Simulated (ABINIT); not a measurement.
Crystal: MgS (Niningerite).

```
CELL_PARAMETERS angstrom
0.00000 2.60165 2.60165
2.60165 0.00000 2.60165
2.60165 2.60165 0.00000
ATOMIC_POSITIONS crystal
S 0.50000 0.50000 0.50000
Mg 0.00000 0.00000 0.00000
```

Base run:

- Program: ABINIT 10.8.3 (patched build)
- Functional: TB-mBJ
- Potentials or basis: JTH PAW LDA v2.0
- Cutoff: 653 eV
- k mesh: 9 × 9 × 9
- Occupations: fermi-dirac, width 0.05 eV
- Spin: no spin polarisation

Its results: band gap on the k mesh 4.09 eV, indirect (least direct gap 5.19 eV).

Problem. The run is repeated on the same cell with these changes: functional from TB-mBJ to r2SCAN; potentials or basis from JTH PAW LDA v2.0 to JTH PAW PBE v2.0. What comes out?

Solution. Band gap on the k mesh 3.61 eV, indirect (least direct gap 4.64 eV).

Caveats: the mesh misses the band edges, which the band path finds closer together; the constant c of TB-mBJ comes from the pseudo density here, which moves gaps by up to 0.3 eV between sets of potentials (some runs).
